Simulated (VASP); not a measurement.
# SiO2 (P4_2/mnm) in VASP: notebook

The runs below take SiO2 through relaxation of cell and atoms, with PBE.

Program: VASP 6.6.1. These are calculated values, not measurements. Logs are shortened: lines on timing, memory, paths and dates and some standing lists are left out, and cuts for length are marked.

### Step 1. Starting point

Symmetry: P4_2/mnm, No. 136, tetragonal system. Conventional cell: a = 4.177 Å, b = 4.177 Å, c = 2.666 Å, α = 90.00°, β = 90.00°, γ = 90.00°. O (site symmetry m2m) has 3 Si at 1.76 to 1.81 Å as nearest neighbours. Si (site symmetry mmm) is surrounded by 6 O at 1.76 to 1.81 Å.

The cell comes from a database or a generator and needn't be the stable form of this composition.

### Step 2. Relaxation of cell and atoms, PBE, target pressure 90 GPa, at which the enthalpy is minimised

File INCAR:

```
SYSTEM = SiO2
PREC     = Accurate       ! precision mode
ENCUT    = 600            ! plane-wave cutoff, eV
EDIFF    = 1E-6           ! SCF threshold, eV
ISMEAR   = -1             ! smearing method
SIGMA    = 0.05           ! smearing width, eV
LREAL    = .FALSE.        ! projectors in reciprocal space
LASPH    = .TRUE.         ! aspherical terms in the spheres
NELM     = 80             ! most SCF steps
ALGO     = Normal         ! electronic algorithm
ISIF     = 3              ! what is computed and relaxed
LWAVE    = .FALSE.        ! write WAVECAR
LCHARG   = .FALSE.        ! write CHGCAR
GGA      = PE             ! functional
IBRION   = 2              ! ionic algorithm
NSW      = 60             ! ionic steps
EDIFFG   = -0.01          ! ionic threshold
PSTRESS  = 900          
KPAR     = 2
```

File KPOINTS:

```
regular mesh
0
G
  7 7 10
  0 0 0
```

File POSCAR:

```
SiO2
1.0
    4.1773000000      0.0000000000      0.0000000000
    0.0000000000      4.1773000000      0.0000000000
    0.0000000000      0.0000000000      2.6655000000
O Si
4 2
Direct
    0.3061000000      0.3061000000      0.0000000000
    0.6939000000      0.6939000000      0.0000000000
    0.1939000000      0.8061000000      0.5000000000
    0.8061000000      0.1939000000      0.5000000000
    0.0000000000      0.0000000000      0.0000000000
    0.5000000000      0.5000000000      0.5000000000
```

Potentials or basis: VASP PAW PBE potentials, release 64 (O, Si).

Started as:

```bash
> cat potpaw_PBE.64/O/POTCAR potpaw_PBE.64/Si/POTCAR > POTCAR
> mpirun -np 2 vasp_std > vasp.out
```

OUTCAR:

```text
SYSTEM = SiO2
   PREC = Accurate
   ENCUT = 600
   EDIFF = 1E-6
   ISMEAR = -1
   LREAL = .FALSE.
   LASPH = .TRUE.
   NELM = 80
   ISIF = 3
   GGA = PE
   IBRION = 2
   NSW = 60
   EDIFFG = -0.01
   PSTRESS = 900

 ion  position               nearest neighbor table
   1  0.306  0.306  0.000-   6 1.76   6 1.76   5 1.81
   2  0.694  0.694  0.000-   6 1.76   6 1.76   5 1.81
   3  0.194  0.806  0.500-   5 1.76   5 1.76   6 1.81
   4  0.806  0.194  0.500-   5 1.76   5 1.76   6 1.81
   5  0.000  0.000  0.000-   3 1.76   4 1.76   3 1.76   4 1.76   1 1.81   2 1.81
   6  0.500  0.500  0.500-   1 1.76   2 1.76   1 1.76   2 1.76   3 1.81   4 1.81

  LATTYP: Found a simple tetragonal cell.
 ALAT       =     4.1773000000
 C/A-ratio  =     0.6380915903

  Lattice vectors:

 A1 = (   4.1773000000,   0.0000000000,   0.0000000000)
 A2 = (   0.0000000000,   4.1773000000,   0.0000000000)
 A3 = (   0.0000000000,   0.0000000000,   2.6655000000)

Analysis of symmetry for initial positions (statically):
=====================================================================
 Subroutine PRICEL returns:
 Original cell was already a primitive cell.

 Routine SETGRP: Setting up the symmetry group for a
 simple tetragonal supercell.

 Subroutine GETGRP returns: Found 16 space group operations
 (whereof  8 operations were pure point group operations)
 out of a pool of 16 trial point group operations.

The static configuration has the point symmetry D_2h.
 The point group associated with its full space group is D_4h.

Analysis of symmetry for dynamics (positions and initial velocities):
=====================================================================
 Subroutine PRICEL returns:
 Original cell was already a primitive cell.

 Routine SETGRP: Setting up the symmetry group for a
 simple tetragonal supercell.

 Subroutine GETGRP returns: Found 16 space group operations
 (whereof  8 operations were pure point group operations)
 out of a pool of 16 trial point group operations.

The dynamic configuration has the point symmetry D_2h.
 The point group associated with its full space group is D_4h.

 Subroutine INISYM returns: Found 16 space group operations
 (whereof  8 operations are pure point group operations),
 and found     1 'primitive' translations

----------------------------------------------------------------------------------------

                                     Primitive cell

  volume of cell :      46.5125

  direct lattice vectors                    reciprocal lattice vectors
     4.177300000  0.000000000  0.000000000     0.239389079  0.000000000  0.000000000
     0.000000000  4.177300000  0.000000000     0.000000000  0.239389079  0.000000000
     0.000000000  0.000000000  2.665500000     0.000000000  0.000000000  0.375164134

  length of vectors
[... 88 lines left out ...]
   ENCUT  =  600.0 eV  44.10 Ry    6.64 a.u.   8.34  8.34  5.32*2*pi/ulx,y,z
   NELM   =     80;   NELMIN=  2; NELMDL= -5     # of ELM steps
   EDIFF  = 0.1E-05   stopping-criterion for ELM
   LREAL  =      F    real-space projection
   EDIFFG = -.1E-01   stopping-criterion for IOM
   NSW    =     60    number of steps for IOM
   IBRION =      2    ionic relax: 0-MD 1-quasi-New 2-CG
   NFREE  =      1    steps in history (QN), initial steepest desc. (CG)
   ISIF   =      3    stress and relaxation
   ISYM   =      2    0-nonsym 1-usesym 2-fastsym
   POTIM  = 0.5000    time-step for ionic-motion
   TEBEG  =    0.0;   TEEND  =   0.0 temperature during run
   PSTRESS=  900.0 pullay stress
   NELECT =      32.0000    total number of electrons
   NUPDOWN=      -1.0000    fix difference up-down
   EMIN   =  10.00;   EMAX   =-10.00  energy-range for DOS
   EFERMI =   0.00;   METHOD = LEGACY
   ISMEAR =    -1;   SIGMA  =   0.05  broadening in eV -4-tet -1-fermi 0-gaus
   EFERMI_NEDOS =   21; number of points for ismear=-14 and -15
   IALGO  =     38    algorithm
   IMIX   =      4    mixing-type and parameters
     AMIX     =   0.40;   BMIX     =  1.00
     AMIX_MAG =   1.60;   BMIX_MAG =  1.00
  volume/ion in A,a.u.               =       7.75        52.31
  Fermi-wavevector in a.u.,A,eV,Ry     =   1.445223  2.731075 28.418068  2.088669
  Thomas-Fermi vector in A             =   2.563429
   LORBIT       =      0    0 simple, 1 ext, 2 COOP (PROOUT), +10 PAW based schemes
   GGA     = PE    functional components
   LHFCALC =     F    Hartree Fock is set to
   AEXX    =    0.0000 exact exchange contribution
   IVDW    =     0    specifies the selected vdW correction
   LEPSILON=     F    determine dielectric tensor
   LRPA    =     F    only Hartree local field effects (RPA)
 conjugate gradient relaxation of ions
 non-spin polarized calculation
  energy-cutoff  :      600.00
  volume of cell :       46.51
 maximum number of plane-waves:      1575
 NGX is ok and might be reduce to    36
   NGX = 17   NGY = 17   NGZ = 11

--------------------------------------- Ionic step        1  -------------------------------------------

 number of electron      32.0000002 magnetization

 Free energy of the ion-electron system (eV)
  ---------------------------------------------------
  ext. energy  EPLUGINS =         0.00000000
  ---------------------------------------------------
  free energy    TOTEN  =       -46.26919156 eV

  energy without entropy =      -46.26919156  energy(sigma->0) =      -46.26919156

 E-fermi :   9.2663     XC(G=0): -12.2765

 val. band max:        8.2548804079   @ k =   0.0000   0.0000   0.0000
 cond. band min:      13.8862846081   @ k =   0.0000   0.0000   0.0000
 fundamental gap:      5.6314042001
 Fermi energy:         9.2662521609

 k-point     1 :       0.0000    0.0000    0.0000
  band No.  band energies     occupation
      1     -14.3397      2.00000
      2     -10.6989      2.00000
      3     -10.6989      2.00000
      4     -10.4708      2.00000
      5      -2.6326      2.00000
      6       1.8096      2.00000
[... 664 lines left out ...]
  energy  without entropy=      -44.8538973428  energy(sigma->0) =      -44.85389734

  enthalpy is  TOTEN    =       -22.0429417938 eV   P V=       22.8109555490

[... ionic steps 4 to 11 ...]

--------------------------------------- Ionic step       12  -------------------------------------------

 number of electron      31.9999995 magnetization

------------------------ aborting loop because EDIFF is reached ----------------------------------------
[... 79 lines left out ...]
--------------------------------------- Ionic step       14  -------------------------------------------

 number of electron      31.9999995 magnetization

 Free energy of the ion-electron system (eV)
  ---------------------------------------------------
  ext. energy  EPLUGINS =         0.00000000
  ---------------------------------------------------
  free energy    TOTEN  =       -44.24036920 eV

  energy without entropy =      -44.24036920  energy(sigma->0) =      -44.24036920

 E-fermi :  11.8822     XC(G=0): -13.2086

 val. band max:       10.8839101046   @ k =   0.0000   0.0000   0.0000
 cond. band min:      17.8436114191   @ k =   0.0000   0.0000   0.0000
 fundamental gap:      6.9597013145
 Fermi energy:        11.8822147973

 k-point     1 :       0.0000    0.0000    0.0000
  band No.  band energies     occupation
      1     -13.6424      2.00000
      2      -9.1008      2.00000
      3      -9.1008      2.00000
      4      -8.4229      2.00000
      5      -1.4292      2.00000
      6       2.9141      2.00000
[... 580 lines left out ...]
  energy  without entropy=      -44.2403691975  energy(sigma->0) =      -44.24036920

  enthalpy is  TOTEN    =       -22.2179508693 eV   P V=       22.0224183282

 reached required accuracy - stopping structural energy minimisation
```

Run time: 2.2 min. Hardware: 2 MPI ranks of AMD EPYC 9R45 (Zen 5), shared host; peak memory 0.19 GiB.

What came out:

```
Free energy                                            : -44.2404 eV
Relaxed volume                                         : 6.53 Å³/atom
Relaxed cell                                           : a = 3.916 Å, b = 3.916 Å, c = 2.556 Å, α = 90.00°, β = 90.00°, γ = 90.00°
Space group after relaxing (to 0.05 Å)                 : P4_2/mnm (No. 136)
Energy change on relaxing (the enthalpy is what falls) : +338.1 meV/atom
Ionic steps                                            : 14
Pressure after relaxing                                : 90.0 GPa
Largest force after relaxing                           : 0.009 eV/Å
Band gap on the k mesh                                 : 6.96 eV, direct
```

Forces on the atoms (eV/Å):
```
O    0.006  0.006  0.000
O   -0.006 -0.006  0.000
O   -0.006  0.006  0.000
O    0.006 -0.006  0.000
Si   0.000  0.000  0.000
Si   0.000  0.000  0.000
```

Step by step:
```csv
step,energy change (eV),largest force (eV/Å),pressure (GPa),volume (Å³)
1,0.0000,0.1382,11.04,46.51
2,29.3381,7.2585,703.23,25.24
3,1.4153,1.2240,72.60,40.61
4,1.8005,1.3984,84.32,39.82
5,2.0107,1.4874,90.46,39.43
6,2.4466,1.9366,96.57,38.73
7,2.0886,0.0521,91.80,39.10
8,2.0922,0.0833,91.82,39.10
9,1.9157,0.0444,86.65,39.41
10,1.9852,0.0604,88.73,39.28
11,2.0591,0.0771,90.97,39.15
12,2.0256,0.0152,89.98,39.21
13,2.0248,0.0136,89.96,39.21
14,2.0288,0.0087,90.03,39.20
```

Final structure:
```cif
data_structure
_symmetry_space_group_name_H-M 'P 1'
_symmetry_Int_Tables_number 1
_cell_length_a 3.9164
_cell_length_b 3.9164
_cell_length_c 2.5560
_cell_angle_alpha 90.000
_cell_angle_beta 90.000
_cell_angle_gamma 90.000
_cell_volume 39.20
loop_
_atom_site_label
_atom_site_type_symbol
_atom_site_fract_x
_atom_site_fract_y
_atom_site_fract_z
_atom_site_occupancy
O1 O 0.30121 0.30121 0.00000 1
O2 O 0.69879 0.69879 0.00000 1
O3 O 0.19879 0.80121 0.50000 1
O4 O 0.80121 0.19879 0.50000 1
Si1 Si 0.00000 0.00000 0.00000 1
Si2 Si 0.50000 0.50000 0.50000 1
```

Caveat: the cell is relaxed towards a set pressure, so the enthalpy falls and the energy may rise; the volume moved by over 15 % at a fixed basis, so the end points are rough; an odd mesh through Γ misses points on the zone boundary, where band edges often lie.

### Step 3. Relaxation of cell and atoms, PBE, target pressure 130 GPa, at which the enthalpy is minimised

Edit INCAR of step 2 so:

```diff
@@ -17,3 +17,3 @@
 EDIFFG   = -0.01          ! ionic threshold
-PSTRESS  = 900          
+PSTRESS  = 1300         
 KPAR     = 2
```

KPOINTS is that of step 2.

POSCAR is that of step 2.

Potentials or basis: VASP PAW PBE potentials, release 64 (O, Si).

Started as:

```bash
> cat potpaw_PBE.64/O/POTCAR potpaw_PBE.64/Si/POTCAR > POTCAR
> mpirun -np 2 vasp_std > vasp.out
```

OUTCAR:

```text
SYSTEM = SiO2
   PREC = Accurate
   ENCUT = 600
   EDIFF = 1E-6
   ISMEAR = -1
   LREAL = .FALSE.
   LASPH = .TRUE.
   NELM = 80
   ISIF = 3
   GGA = PE
   IBRION = 2
   NSW = 60
   EDIFFG = -0.01
   PSTRESS = 1300

 ion  position               nearest neighbor table
   1  0.306  0.306  0.000-   6 1.76   6 1.76   5 1.81
   2  0.694  0.694  0.000-   6 1.76   6 1.76   5 1.81
   3  0.194  0.806  0.500-   5 1.76   5 1.76   6 1.81
   4  0.806  0.194  0.500-   5 1.76   5 1.76   6 1.81
   5  0.000  0.000  0.000-   3 1.76   4 1.76   3 1.76   4 1.76   1 1.81   2 1.81
   6  0.500  0.500  0.500-   1 1.76   2 1.76   1 1.76   2 1.76   3 1.81   4 1.81

  LATTYP: Found a simple tetragonal cell.
 ALAT       =     4.1773000000
 C/A-ratio  =     0.6380915903

  Lattice vectors:

 A1 = (   4.1773000000,   0.0000000000,   0.0000000000)
 A2 = (   0.0000000000,   4.1773000000,   0.0000000000)
 A3 = (   0.0000000000,   0.0000000000,   2.6655000000)

Analysis of symmetry for initial positions (statically):
=====================================================================
 Subroutine PRICEL returns:
 Original cell was already a primitive cell.

 Routine SETGRP: Setting up the symmetry group for a
 simple tetragonal supercell.

 Subroutine GETGRP returns: Found 16 space group operations
 (whereof  8 operations were pure point group operations)
 out of a pool of 16 trial point group operations.

The static configuration has the point symmetry D_2h.
 The point group associated with its full space group is D_4h.

Analysis of symmetry for dynamics (positions and initial velocities):
=====================================================================
 Subroutine PRICEL returns:
 Original cell was already a primitive cell.

 Routine SETGRP: Setting up the symmetry group for a
 simple tetragonal supercell.

 Subroutine GETGRP returns: Found 16 space group operations
 (whereof  8 operations were pure point group operations)
 out of a pool of 16 trial point group operations.

The dynamic configuration has the point symmetry D_2h.
 The point group associated with its full space group is D_4h.

 Subroutine INISYM returns: Found 16 space group operations
 (whereof  8 operations are pure point group operations),
 and found     1 'primitive' translations

[... 119 lines left out ...]
   IALGO  =     38    algorithm
   IMIX   =      4    mixing-type and parameters
     AMIX     =   0.40;   BMIX     =  1.00
     AMIX_MAG =   1.60;   BMIX_MAG =  1.00
  volume/ion in A,a.u.               =       7.75        52.31
  Fermi-wavevector in a.u.,A,eV,Ry     =   1.445223  2.731075 28.418068  2.088669
  Thomas-Fermi vector in A             =   2.563429
   LORBIT       =      0    0 simple, 1 ext, 2 COOP (PROOUT), +10 PAW based schemes
   GGA     = PE    functional components
   LHFCALC =     F    Hartree Fock is set to
   AEXX    =    0.0000 exact exchange contribution
   IVDW    =     0    specifies the selected vdW correction
   LEPSILON=     F    determine dielectric tensor
   LRPA    =     F    only Hartree local field effects (RPA)
 conjugate gradient relaxation of ions
 non-spin polarized calculation
  energy-cutoff  :      600.00
  volume of cell :       46.51
 maximum number of plane-waves:      1575
 NGX is ok and might be reduce to    36
   NGX = 17   NGY = 17   NGZ = 11

--------------------------------------- Ionic step        1  -------------------------------------------

 number of electron      32.0000002 magnetization

 Free energy of the ion-electron system (eV)
  ---------------------------------------------------
  ext. energy  EPLUGINS =         0.00000000
  ---------------------------------------------------
  free energy    TOTEN  =       -46.26919156 eV

  energy without entropy =      -46.26919156  energy(sigma->0) =      -46.26919156

 E-fermi :   9.2663     XC(G=0): -12.2765

 val. band max:        8.2548804079   @ k =   0.0000   0.0000   0.0000
 cond. band min:      13.8862846081   @ k =   0.0000   0.0000   0.0000
 fundamental gap:      5.6314042001
 Fermi energy:         9.2662521609

 k-point     1 :       0.0000    0.0000    0.0000
  band No.  band energies     occupation
      1     -14.3397      2.00000
      2     -10.6989      2.00000
      3     -10.6989      2.00000
      4     -10.4708      2.00000
      5      -2.6326      2.00000
      6       1.8096      2.00000
[... 664 lines left out ...]
  energy  without entropy=      -44.5712239815  energy(sigma->0) =      -44.57122398

  enthalpy is  TOTEN    =       -12.0869486166 eV   P V=       32.4842753649

[... ionic steps 4 to 11 ...]

--------------------------------------- Ionic step       12  -------------------------------------------

 number of electron      31.9999996 magnetization

------------------------ aborting loop because EDIFF is reached ----------------------------------------
[... 79 lines left out ...]
--------------------------------------- Ionic step       14  -------------------------------------------

 number of electron      31.9999996 magnetization

 Free energy of the ion-electron system (eV)
  ---------------------------------------------------
  ext. energy  EPLUGINS =         0.00000000
  ---------------------------------------------------
  free energy    TOTEN  =       -42.76392800 eV

  energy without entropy =      -42.76392800  energy(sigma->0) =      -42.76392800

 E-fermi :  12.8200     XC(G=0): -13.5252

 val. band max:       11.8263196593   @ k =   0.0000   0.0000   0.0000
 cond. band min:      18.8557584368   @ k =   0.0000   0.0000   0.0000
 fundamental gap:      7.0294387775
 Fermi energy:        12.8200436492

 k-point     1 :       0.0000    0.0000    0.0000
  band No.  band energies     occupation
      1     -13.4120      2.00000
      2      -8.5339      2.00000
      3      -8.5339      2.00000
      4      -7.7579      2.00000
      5      -0.9270      2.00000
      6       3.2381      2.00000
[... 580 lines left out ...]
  energy  without entropy=      -42.7639279961  energy(sigma->0) =      -42.76392800

  enthalpy is  TOTEN    =       -12.7120194693 eV   P V=       30.0519085269

 reached required accuracy - stopping structural energy minimisation
```

It took 2.4 min on 2 MPI ranks of AMD EPYC 9R45 (Zen 5), shared host; peak memory 0.19 GiB.

What came out:

- Free energy: -42.7639 eV
- Relaxed volume: 6.17 Å³/atom
- Relaxed cell: a = 3.840 Å, b = 3.840 Å, c = 2.512 Å, α = 90.00°, β = 90.00°, γ = 90.00°
- Space group after relaxing (to 0.05 Å): P4_2/mnm (No. 136)
- Energy change on relaxing (the enthalpy is what falls): +584.2 meV/atom
- Ionic steps: 14
- Pressure after relaxing: 130.0 GPa
- Band gap on the k mesh: 7.03 eV, direct

The path:
| step | energy change (eV) | largest force (eV/Å) | pressure (GPa) | volume (Å³) |
| --- | --- | --- | --- | --- |
| 1 | 0.0000 | 0.1382 | 11.04 | 46.51 |
| 2 | 90.5414 | 16.0710 | 2128.82 | 17.53 |
| 3 | 1.6980 | 1.4303 | 81.25 | 40.04 |
| 4 | 2.5798 | 1.8054 | 106.33 | 38.52 |
| 5 | 3.5265 | 2.1574 | 131.24 | 37.23 |
| 6 | 4.6100 | 3.9123 | 146.48 | 36.30 |
| 7 | 3.6411 | 0.0072 | 133.52 | 36.88 |
| 8 | 3.6469 | 0.0546 | 133.60 | 36.87 |
| 9 | 3.2029 | 0.0761 | 122.04 | 37.42 |
| 10 | 3.4569 | 0.0641 | 128.71 | 37.10 |
| 11 | 3.5171 | 0.0505 | 130.33 | 37.02 |
| 12 | 3.5032 | 0.0246 | 129.98 | 37.04 |
| 13 | 3.5074 | 0.0244 | 130.02 | 37.03 |
| 14 | 3.5053 | 0.0017 | 129.99 | 37.04 |

Final structure:
```xyz
6
Lattice="3.8399 0.0000 0.0000 0.0000 3.8399 0.0000 0.0000 0.0000 2.5118" Properties=species:S:1:pos:R:3 pbc="T T T"
O     1.1537    1.1537    0.0000
O     2.6862    2.6862    0.0000
O     0.7662    3.0737    1.2559
O     3.0737    0.7662    1.2559
Si    0.0000    3.8399    0.0000
Si    1.9200    1.9200    1.2559
```

Caveat: the cell is relaxed towards a set pressure, so the enthalpy falls and the energy may rise; the volume moved by over 15 % at a fixed basis, so the end points are rough; an odd mesh through Γ misses points on the zone boundary, where band edges often lie.
